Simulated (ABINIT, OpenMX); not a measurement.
**ZnO: 3 runs at one level of theory**

```
Zn O
1.0
     3.24931    0.00000    0.00000
    -1.62465    2.81398    0.00000
     0.00000    0.00000    5.20571
Zn O
2 2
Direct
  0.66667 0.33333 0.00000
  0.33333 0.66667 0.50000
  0.33333 0.66667 0.87901
  0.66667 0.33333 0.37901
```

Alike in all runs: task band structure; functional PBE; k mesh 9 × 9 × 5; occupations fermi-dirac, width 0.05 eV; no spin polarisation; no spin-orbit coupling. Pressure is positive in compression and, in plane waves, holds the error of the finite cutoff. Gaps are the smaller of the mesh's and the band path's.

```json
{"program and potentials": "ABINIT, JTH PAW PBE v2.0", "plane-wave cutoff (eV)": "626", "notes": "9 valence electrons an atom on average", "band gap (eV)": "0.79", "pressure (GPa)": "4.35", "largest force (eV/Å)": "0.072"}
{"program and potentials": "OpenMX, OpenMX 2013 PBE set, Zn6.0H-s3p2d2f1, O6.0-s3p2d2, grid cutoff 500 Ry", "plane-wave cutoff (eV)": "-", "notes": "atomic basis; 13 valence electrons an atom on average", "band gap (eV)": "0.99", "pressure (GPa)": "6.85", "largest force (eV/Å)": "0.051"}
{"program and potentials": "OpenMX, OpenMX 2013 PBE set, Zn6.0H-s3p2d2, O6.0-s2p2d1, grid cutoff 500 Ry", "plane-wave cutoff (eV)": "-", "notes": "atomic basis; 13 valence electrons an atom on average", "band gap (eV)": "1.26", "pressure (GPa)": "7.07", "largest force (eV/Å)": "-"}
```

Force on atom 1 (Zn), eV/Å:

| program and potentials | x | y | z |
| --- | --- | --- | --- |
| ABINIT, JTH PAW PBE v2.0 | 0.000 | 0.000 | -0.072 |
| OpenMX, OpenMX 2013 PBE set, Zn6.0H-s3p2d2f1, O6.0-s3p2d2, grid cutoff 500 Ry | 0.012 | -0.014 | -0.042 |
| OpenMX, OpenMX 2013 PBE set, Zn6.0H-s3p2d2, O6.0-s2p2d1, grid cutoff 500 Ry | 0.013 | -0.015 | -0.034 |

The band gap spans 0.79 (ABINIT, JTH PAW PBE v2.0) to 1.26 eV (OpenMX, OpenMX 2013 PBE set, Zn6.0H-s3p2d2, O6.0-s2p2d1, grid cutoff 500 Ry). The pressure spans 4.35 (ABINIT, JTH PAW PBE v2.0) to 7.07 GPa (OpenMX, OpenMX 2013 PBE set, Zn6.0H-s3p2d2, O6.0-s2p2d1, grid cutoff 500 Ry). Rows in atomic bases carry the error of their basis and grid, which can be large.

Differences between rows come from potentials, basis sets and numerical settings, since the functional is the same but for its coding. Runs on potential files found faulty are left out.
